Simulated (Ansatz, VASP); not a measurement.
## CdSe in VASP and in Ansatz

```
Cd Se
1.0
     0.00000    3.03938    3.03938
     3.03938    0.00000    3.03938
     3.03938    3.03938    0.00000
Cd Se
1 1
Cartesian
  0.0000 0.0000 0.0000
  1.5197 1.5197 1.5197
```

Measurements of this composition are mostly on another form, of space group No. 186.

Alike in both runs: task single point; functional PBEsol; k mesh 6 × 6 × 6; occupations gaussian, width 0.05 eV; no spin polarisation.

|  | VASP | Ansatz |
| --- | --- | --- |
| version | VASP 6.6.1 | Ansatz 0.2.0 |
| potentials or method | VASP PAW PBE potentials, release 64 (Cd, Se) | scalar-relativistic, plane waves, PAW |
| plane-wave cutoff (eV) | 520 | 420 |
| valence electrons in the cell | 18 | 36 |

Ansatz gave:

```
gap on the k mesh at the Fermi level (eV) : 0.48
least direct gap on the mesh (eV)         : 0.48
pressure (GPa)                            : 0.1
```

Question: Which values does VASP return?

Answer: gap on the k mesh at the Fermi level (eV): 0.48; least direct gap on the mesh (eV): 0.48; pressure (GPa): 0.4.

The two sets of potentials don't hold the same shells in valence.

Caveats: the PAW data sets were made with another functional, which shifts forces and pressure a little (VASP). As with any semilocal functional, this PBEsol gap is likely too small.
